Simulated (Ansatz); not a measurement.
# Te (P3_121) in Ansatz: further runs

The runs below take Te through single point, with HSE06 form with a typed share of exact exchange.

Program: Ansatz 0.2.0. These are calculated values, not measurements. Logs are shortened: lines on timing, memory, paths and dates and some standing lists are left out, and cuts for length are marked.

### 1 Starting point

Symmetry: P3_121, No. 152, trigonal system. The conventional cell has a = 4.454 Å, b = 4.454 Å, c = 5.924 Å, α = 90.00°, β = 90.00°, γ = 120.00°. Te (site symmetry 2) has 2 Te at 2.86 Å as nearest neighbours.

### 2 Single point, HSE06 form with a typed share of exact exchange

Input file input.yaml:

```yaml
crystal:
  lattice:
    - [4.454, 0.0, 0.0]
    - [-2.227, 3.8572771485, 0.0]
    - [0.0, 0.0, 5.924]
  atoms:
    - { symbol: Te, position: [0.731, 0.731, 0.0] }
    - { symbol: Te, position: [0.0, 0.269, 0.6666666667] }
    - { symbol: Te, position: [0.269, 0.0, 0.3333333333] }
hamiltonian:
  xc: { exchange: pbe, correlation: pbe, exx: { coeff: 0.25, omega: 0.1 } }
  pseudopotentials: { kind: paw }
kpoints:
  mp_grid: { grid: [4, 4, 3] }
scf:
  occupations: { method: fermi_dirac, width: 0.05 }
output:
  forces: true
  stress: true
  eigenvalues: true
  write_density: true
  write_potential: true
  elf: true
  volumetric_format: npy
```

Potentials or basis: Ansatz PAW.

The run is started by

```sh
> ansatz run input.yaml --threads 2 --pin off --max-ram 5632MiB --backend cpu --events-out ev --progress --plain --runs-dir out
```

What it wrote:

```text
Warning: output.stress: scf.convergence.dr2_threshold = 1e-7 eV (the SCF's general default) is looser than the 3e-10 eV advised for a printed stress (1e-10 eV for each atom of the cell: 3). What an SCF threshold leaves in a stress goes as its square root, and in the free energy as the threshold itself, and one threshold admits the most on a small cell: of the crystals measured, under no hybrid functional and no lock of the moments, on runs that ended without the residual-converged pass, on stresses that held no estimate of that error, the worst erred by over 100 MPa in a component at 1e-7 eV an atom and by under 5 at 1e-10. Set scf.convergence.dr2_threshold to 3e-10 eV or tighter. The threshold is an SCF's pass mark: one that does not reach it within its budget of iterations ends unconverged, or closes short of it on a stop that the run arms, and scf.convergence.dr2_threshold's page says what that costs each kind of run
Warning: output.stress: scf.exx.energy_threshold = 1e-6 eV is looser than the 3e-8 eV advised for a stress under a hybrid functional (1e-8 eV for each atom of the cell: 3). Every SCF of the exchange loop can meet its threshold on dr2 while the loop round them stops early: no threshold on dr2 bounds what that leaves in the stress. Set scf.exx.energy_threshold to 3e-8 eV or tighter. The threshold is the loop's pass mark: a loop that does not reach it within its budget of cycles ends unconverged, and scf.exx.energy_threshold's page has the law
Warning: RAYON_NUM_THREADS=2 ignored (pool sized by the plan → 2); use --threads N
exact exchange: scf.exx.singularity resolves to wigner_seitz, which cuts the screened interaction at the faces of the exchange supercell's Wigner-Seitz cell, so that each pair interacts once, at the shortest of its separations (the periodic images that this leaves out come, for a point-like exchange hole, to about 0.020 eV on a filled level). The cut falls within the interaction's reach, and what an exchange supercell this small leaves in the energy, the band gaps and, where it is computed, the pressure is not bounded here. The exchange supercell (the smallest cell that an SCF of this deck is solved on times the 4×4×3 mesh of the exchange sum) has its nearest image at L = 17.77 Å, 1.78 times the interaction's range 1/ω = 10.00 Å. A denser mesh of the exchange sum (kpoints.mp_grid; where a k-mesh is refused, the cell repeated along its short axes), shrinks what is left. The k-mesh (kpoints.mp_grid) can leave an error of its own, as it does under a semilocal functional: two runs of this structure under PBE, one on that k-mesh and one on a denser one or on the cell repeated (per cell), show about how large it is in the energy; in a metal the hybrid's can be larger than they show. Converge the k-mesh under the hybrid itself. See scf.exx.q_mesh
Engine: ansatz 0.2.0, x86_64-unknown-linux-gnu
Pseudopotentials: kind: paw
Pseudopotential: Te, paw, valence charge 16, recommended cutoff 420 eV (normal), Te.paw.azcp
Functional definition: unnamed
  parameter a_1 = 0.25
  parameter omega_1 = 0.1/angstrom
  exchange = pbe_x + (-a_1)*pbe_x_sr(omega_1) + a_1*exact_x_sr(omega_1)
  correlation = pbe_c
Crystal: 3 atoms, lattice volume = 101.776 Å³
Basis set: ecut = 420 eV, 1993 PW (Γ), exchange–correlation on 60×60×80 points (8 copies of the dense FFT grid, shifted against one another)
Bands: 29, of which v1, the nominal top of the filled ones, is band 24 counted from 1 (23 counted from 0)
Symmetry: 6 space group operations
Space group: P3121 (ITA 152), of the structure as read, at distance tolerance 4.7e-5 Å
k-points: 9 of 48 (time reversal used)
Non-local potential: Te, projectors of the file, l = 0: 2, l = 1: 2, l = 2: 2, l = 3: 2
PAW form: soft (Blöchl's): semilocal exchange-correlation on the pseudo side does not see the compensation charge
PAW frozen core: Te, regenerated for the run's functional, and the local potential with it (the file was generated under x = pbe(κ = 0.804, μ = 0.2195149727645171), c = pbe(β = 0.06672455060314922))
PAW one-centre angular grid: Te, 590 points (default); XC on 64 Gauss nodes
Initial density: superposition of atomic densities (neutral atoms: chi_scale 0, normalization atom), corrected by the library's trained network
Initial wavefunctions: pseudopotential atomic-orbital guess
Functional: x = pbe(κ = 0.804, μ = 0.2195149727645171), c = pbe(β = 0.06672455060314922), warm-up for x = pbe(κ = 0.804, μ = 0.2195149727645171) + 0.25 (exact − pbe) at short range (hse, ω = 0.1 Å⁻¹), c = pbe(β = 0.06672455060314922)
SCF iter   1: F=—  HF=-20939.827773 eV  |F-HF|=—  |Δ(HF+E_count)|=         —  Δρ=1.46e-3  dr2=1.48e-3  ethr=1.77e-3  ⟨swp⟩=9.2  Hψ=1064  notcnv=0
preconditioner: auto → none  [insulator: Δε(μ)=0.798 eV  Ē_g=8.645 eV  σ=0.050 eV  W_gap=1.00  n_scr=22 (ndim 8)  ℏωp=15.6 eV  f_vac=0.027  D(μ)=0.00/eV (n_scr^D=0)]
SCF iter   2: F=—  HF=-20939.829429 eV  |F-HF|=—  |Δ(HF+E_count)|=   1.66e-3  Δρ=6.99e-4  dr2=2.69e-4  ethr=3.08e-6  ⟨swp⟩=4.7  Hψ=774  notcnv=0  defer=5
SCF iter   3: F=-20939.829833 eV  HF=-20939.829768 eV  |F-HF|=6.49e-5  |Δ(HF+E_count)|=   3.39e-4  Δρ=2.80e-4  dr2=4.40e-5  ethr=5.61e-7  ⟨swp⟩=3.3  Hψ=575  notcnv=0  defer=3
SCF 1 stopped early in 3 iterations: F = -20939.829833 eV  dr2 = 4.40e-5
Initial density: handed on by an earlier stage of this run
Initial wavefunctions: those handed on with the density
Functional: x = pbe(κ = 0.804, μ = 0.2195149727645171) + 0.25 (exact − pbe) at short range (hse, ω = 0.1 Å⁻¹), c = pbe(β = 0.06672455060314922)
Exchange kernel: α = 0.2500, screened, ω = 0.1000 Å⁻¹, Wigner–Seitz truncation, v(0) = 3442.7209 eV·Å³, q-mesh 4×4×3, nearest image of the exchange supercell L = 17.77 Å, pair-density grid 20×20×27, without the augmentation charges, whose exchange is taken in its separable form by FFT convolution over the k-point mesh (sized by the pseudopotential files, 27×27×40 at the most), smooth part of the exact exchange by density-matrix convolution
Frozen-core exchange: fock
SCF iter   1: F=—  HF=-20952.903265 eV  |F-HF|=—  |Δ(HF+E_count)|=         —  Δρ=4.27e-3  dr2=1.32e-2  ethr=9.17e-7  ⟨swp⟩=8.9  Hψ=1239  notcnv=0
preconditioner: auto → none  [insulator: Δε(μ)=1.443 eV  Ē_g=10.065 eV  σ=0.050 eV  W_gap=1.00  n_scr=22 (ndim 8)  ℏωp=15.6 eV  f_vac=0.026  D(μ)=0.00/eV (n_scr^D=0)]
SCF iter   2: F=—  HF=-20952.899328 eV  |F-HF|=—  |Δ(HF+E_count)|=   3.94e-3  Δρ=1.85e-3  dr2=5.06e-3  ethr=9.17e-7  ⟨swp⟩=4.0  Hψ=915  notcnv=0
SCF iter   3: F=—  HF=-20952.915203 eV  |F-HF|=—  |Δ(HF+E_count)|=   1.59e-2  Δρ=1.15e-3  dr2=1.28e-3  ethr=9.17e-7  ⟨swp⟩=4.0  Hψ=829  notcnv=0
iter 4 solved again at ethr=2.27e-8 eV; its pass at ethr=9.17e-7 eV (dr2=1.09e-5 eV) is discarded
SCF iter   4: F=—  HF=-20952.914896 eV  |F-HF|=—  |Δ(HF+E_count)|=   3.07e-4  Δρ=1.25e-4  dr2=1.72e-4  ethr=2.27e-8  ⟨swp⟩=3.8  Hψ=1248  notcnv=0
SCF iter   5: F=—  HF=-20952.915618 eV  |F-HF|=—  |Δ(HF+E_count)|=   7.22e-4  Δρ=1.83e-4  dr2=3.59e-5  ethr=2.12e-8  ⟨swp⟩=4.1  Hψ=769  notcnv=0
SCF iter   6: F=-20952.915654 eV  HF=-20952.915655 eV  |F-HF|=8.88e-7  |Δ(HF+E_count)|=   3.70e-5  Δρ=4.98e-5  dr2=5.05e-6  ethr=2.12e-8  ⟨swp⟩=4.1  Hψ=638  notcnv=0
SCF 2 stopped early in 6 iterations: F = -20952.915654 eV  dr2 = 5.05e-6
  Residual-converged pass: ⟨swp⟩=4.0  Hψ=759  notcnv=0  max |occ|·‖R‖ = 6.5e-6 eV (tolerance 6.7e-6 eV)  dr2=5.02e-6  dr2_onsite=4.98e-8  max |Δocc| = 8.6e-13
hybrid outer 1: dexx = +2.153e-2 eV, tail = 1.97e-4 eV
Exchange kernel: α = 0.2500, screened, ω = 0.1000 Å⁻¹, Wigner–Seitz truncation, v(0) = 3442.7209 eV·Å³, q-mesh 4×4×3, nearest image of the exchange supercell L = 17.77 Å, pair-density grid 20×20×27, without the augmentation charges, whose exchange is taken in its separable form by FFT convolution over the k-point mesh (sized by the pseudopotential files, 27×27×40 at the most), smooth part of the exact exchange by density-matrix convolution
Frozen-core exchange: fock
SCF iter   1: F=—  HF=-20952.915769 eV  |F-HF|=—  |Δ(HF+E_count)|=         —  Δρ=3.34e-5  dr2=1.21e-6  ethr=2.05e-6  ⟨swp⟩=3.8  Hψ=543  notcnv=0
preconditioner: auto → none  [insulator: Δε(μ)=1.523 eV  Ē_g=10.092 eV  σ=0.050 eV  W_gap=1.00  n_scr=22 (ndim 8)  ℏωp=15.6 eV  f_vac=0.025  D(μ)=0.00/eV (n_scr^D=0)]
SCF iter   2: F=—  HF=-20952.915770 eV  |F-HF|=—  |Δ(HF+E_count)|=   8.81e-7  Δρ=1.76e-5  dr2=3.76e-7  ethr=2.13e-9  ⟨swp⟩=4.1  Hψ=869  notcnv=0
SCF iter   3: F=—  HF=-20952.915771 eV  |F-HF|=—  |Δ(HF+E_count)|=   8.55e-7  Δρ=7.86e-6  dr2=4.53e-8  ethr=3.41e-10  ⟨swp⟩=4.3  Hψ=715  notcnv=0  defer=2
SCF iter   4: F=—  HF=-20952.915771 eV  |F-HF|=—  |Δ(HF+E_count)|=   8.51e-9  Δρ=2.24e-6  dr2=5.64e-9  ethr=8.71e-11  ⟨swp⟩=3.1  Hψ=583  notcnv=0
SCF iter   5: F=-20952.915771 eV  HF=-20952.915771 eV  |F-HF|=5.24e-10  |Δ(HF+E_count)|=   1.85e-8  Δρ=1.02e-6  dr2=1.18e-9  ethr=5.64e-12  ⟨swp⟩=4.3  Hψ=810  notcnv=0  defer=3
SCF 3 converged in 5 iterations: F = -20952.915771 eV  dr2 = 1.18e-9
  Residual-converged pass: ⟨swp⟩=3.0  Hψ=562  notcnv=0  max |occ|·‖R‖ = 5.1e-7 eV (tolerance 5.4e-7 eV)  dr2=1.18e-9  dr2_onsite=5.32e-11  max |Δocc| = 2.6e-15
hybrid outer 2: dexx = +1.242e-6 eV, tail = 3.18e-8 eV, Δε = 2.13e-3 eV (about 6.68e-5 eV left of the loop's levels), ΔF = 1.17e-3 eV/Å (tail 4.93e-4)
hybrid SCF converged: 2 outer / 11 inner (+3 warm-up), last move |dexx| = 1.24e-6 eV, tail = 3.18e-8 eV
Stability not checked: this state was not tested for a lower state beside it, because the functional holds exact exchange (a hybrid, or Hartree-Fock), whose exchange loop this test does not read (fock_operator; see scf.lower_state_search)
Free energy (F): -20952.915771 eV
Frozen-core exchange: fock
Harris-Foulkes:  -20952.915771 eV  (|F-HF|=5.24e-10)
Internal energy: -20952.915771 eV  (E = F + TS)
E sigma→0 (E₀):  -20952.915771 eV
Entropy (-TS):   -0.000000 eV (-0.000 meV/atom)
Fermi energy:    8.821169 eV
--- Per-component energies (eV) ---
  E_band       = -909.984136
  E_kinetic    = 538.638868
  E_local      = -3814.746150  (includes V_loc(G=0)·N_el)
  E_nonlocal   = -935.700373
  E_hartree    = 2431.362675
  E_xc         = -293.533757
  E_vxc        = -245.983491  (∫ρ·V_xc dr)
  E_exx        = -145.087315  (= α·E_x^exact, valence–valence)
  E_paw        = -13933.020153  (= ΣΔE_a)
  E_vpaw       = -1024.742734  (= ΣTr[D̂ρ^β])
  E_aug_tail   = -0.000565  (compensation charges beyond the density's cutoff)
  E_ewald      = -4800.294125
  E_core_change = -0.534876  (= ΣΔE_core)
  E_smearing   = -0.000000  (= −TS)
  E_closure    = 0.000000  (closes the sum)
  Σ components = -20952.915771   (vs F -20952.915771, Δ=0.00e0)
--- Forces (eV/Å), atoms counted from 1 ---
  atom   1  Te     0.18845138     0.32640737     0.00000000
  atom   2  Te     0.18845138    -0.32640737    -0.00000000
  atom   3  Te    -0.37690277     0.00000000     0.00000000
  max |Σ_I F_I| component: 5.55e-17 eV/Å
--- Stress (GPa, compression-positive) ---
        0.044760       0.000000       0.000000
        0.000000       0.044760       0.000000
        0.000000       0.000000      -1.106444
  P = ⅓ Tr σ = -0.3390 GPa (-3.390 kbar)
--- Band table (eV; the first three rows and the last of 9) ---
  k-point 0: bands = ["-31.7544", "-31.7544", "-31.6982", "-31.6963", "-31.6963", "-31.6266", "-31.5249", "-31.5221", "-31.5221", "-31.4867", "-31.4842", "-31.4842", "-31.4554", "-31.4316", "-31.4316", "-6.7668", "-3.0425", "-3.0425", "4.9171", "5.3557", "5.3557", "6.3939", "6.3939", "7.2747", "10.0851", "10.0851", "10.7604", "14.2085", "14.2085"]
  k-point 1: bands = ["-31.7761", "-31.7217", "-31.7046", "-31.7025", "-31.6789", "-31.6464", "-31.5256", "-31.5255", "-31.5168", "-31.4862", "-31.4858", "-31.4841", "-31.4468", "-31.4351", "-31.4331", "-6.3191", "-5.0189", "-1.0121", "4.2627", "5.1418", "5.4908", "6.6337", "6.8659", "7.2286", "9.5493", "9.5872", "9.9045", "13.3909", "14.5748"]
  k-point 2: bands = ["-31.7533", "-31.7518", "-31.6985", "-31.6959", "-31.6951", "-31.6276", "-31.5272", "-31.5211", "-31.5200", "-31.4880", "-31.4852", "-31.4823", "-31.4649", "-31.4316", "-31.4249", "-6.3109", "-3.2504", "-2.9113", "3.1353", "4.0153", "4.4945", "6.6496", "7.2171", "7.3635", "9.8953", "10.1312", "10.9905", "12.9559", "14.5889"]
  k-point 8: bands = ["-31.7746", "-31.7183", "-31.7024", "-31.7013", "-31.6780", "-31.6461", "-31.5283", "-31.5251", "-31.5142", "-31.4910", "-31.4837", "-31.4811", "-31.4616", "-31.4423", "-31.4176", "-5.2747", "-4.3635", "-2.6303", "2.5084", "3.0897", "3.7436", "5.6787", "7.2596", "8.0266", "9.7541", "10.6559", "11.8472", "14.0480", "14.7844"]
```

It took 39 s on 2 threads of Intel Xeon at 2.70GHz, shared host; peak memory 1 GiB.

What came out:

| Item | Value |
| --- | --- |
| Free energy | -20952.9158 eV |
| Pressure | -0.3 GPa |
| Largest force | 0.377 eV/Å |
| Band gap on the k mesh | 1.52 eV, indirect (least direct gap 1.73 eV) |

Forces on the atoms (eV/Å):
```
Te   0.188  0.326  0.000
Te   0.188 -0.326  0.000
Te  -0.377  0.000  0.000
```

Caveat: odd divisions of the mesh miss points on the zone boundary, where band edges often lie, so the gap on the mesh can be too wide; spin-orbit coupling is left out, which moves the levels of the heavy elements; the PAW data sets come from PBE, with cores solved anew for the run's functional, which leaves a small shift of forces and pressure; the thresholds are loose for stress. A k mesh can miss the band edges.

### 3 Single point, HSE06 form with a typed share of exact exchange

Changes to input.yaml since step 2:

```diff
@@ -10,3 +10,6 @@
 hamiltonian:
-  xc: { exchange: pbe, correlation: pbe, exx: { coeff: 0.25, omega: 0.1 } }
+  xc:
+    exchange: pbe
+    correlation: pbe
+    exx: { coeff: 0.25, omega: 0.15 }
   pseudopotentials: { kind: paw }
```

Potentials or basis: Ansatz PAW.

The run is started by

```sh
> ansatz run input.yaml --threads 2 --pin off --max-ram 5632MiB --backend cpu --events-out ev --progress --plain --runs-dir out
```

It took 36 s on 2 threads of Intel Xeon at 2.70GHz, shared host; peak memory 1 GiB.

It converged, with:

```
Free energy            : -20952.9142 eV
Pressure               : -0.3 GPa
Largest force          : 0.346 eV/Å
Band gap on the k mesh : 1.39 eV, indirect (least direct gap 1.60 eV)
```

Forces in eV/Å, atoms in the order of the input:
```
Te   0.173  0.300  0.000
Te   0.173 -0.300  0.000
Te  -0.346  0.000  0.000
```

Stress tensor (GPa, compression positive):
```
 0.09  0.00  0.00
 0.00  0.09  0.00
 0.00  0.00 -1.00
```

Levels at points of the mesh, in eV from the valence-band top:
```
            k point  band 20  band 21  band 22  band 23  band 24  band 25  band 26  band 27  band 28  band 29
 (0.00, 0.00, 0.00)    -2.66    -2.66    -1.61    -1.61    -0.74     1.92     1.92     2.59     6.04     6.04
(0.00, -0.50, 0.00)    -4.58    -3.75    -3.65    -0.84    -0.64     1.71     1.80     3.87     4.90     8.62
```

Caveat: odd divisions of the mesh miss points on the zone boundary, where band edges often lie, so the gap on the mesh can be too wide; spin-orbit coupling is left out, which moves the levels of the heavy elements; the PAW data sets come from PBE, with cores solved anew for the run's functional, which leaves a small shift of forces and pressure; the thresholds are loose for stress. A k mesh can miss the band edges.
